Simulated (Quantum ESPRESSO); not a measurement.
Ta2C: zone-centre phonons under several settings

```
Ta C
1.0
     3.10590    0.00000    0.00000
    -1.55295    2.68979    0.00000
     0.00000    0.00000    4.94640
Ta C
2 1
Direct
  0.66667 0.33333 0.74799
  0.33333 0.66667 0.25201
  0.00000 0.00000 0.00000
```

All runs used Quantum ESPRESSO 7.5; potentials GBRV 1.5 LDA; k mesh 8 × 8 × 5; no spin polarisation; cutoff 762 eV; occupations cold, width 0.2 eV.

| level | geometry | volume (Å³/atom) | pressure (GPa) | lowest optical mode without the field (cm⁻¹) | highest optical mode without the field (cm⁻¹) |
| --- | --- | --- | --- | --- | --- |
| LDA | relaxed at -3 GPa | ? | -3.0 | ? | ? |
| LDA | relaxed at 0 GPa | 13.37 | 0.0 | 123 | 671 |
| LDA | relaxed at 3 GPa | 13.23 | 3.0 | 123 | 679 |
| LDA | relaxed at 8 GPa | 13.01 | 8.0 | 124 | 691 |
| LDA | relaxed at 15 GPa | 12.73 | 15.0 | 125 | 707 |

Problem. What stands in the row left open?

Solution. Volume 13.52 Å³/atom; lowest optical mode without the field 122 cm⁻¹; highest optical mode without the field 663 cm⁻¹.

Caveats: the mesh is thin for the phonons of a metal; the cell is more than 3 GPa from zero pressure, which shifts response properties (some runs).

For the row left open. Caveat: the mesh is thin for the phonons of a metal; the cell is more than 3 GPa from zero pressure, which shifts response properties.
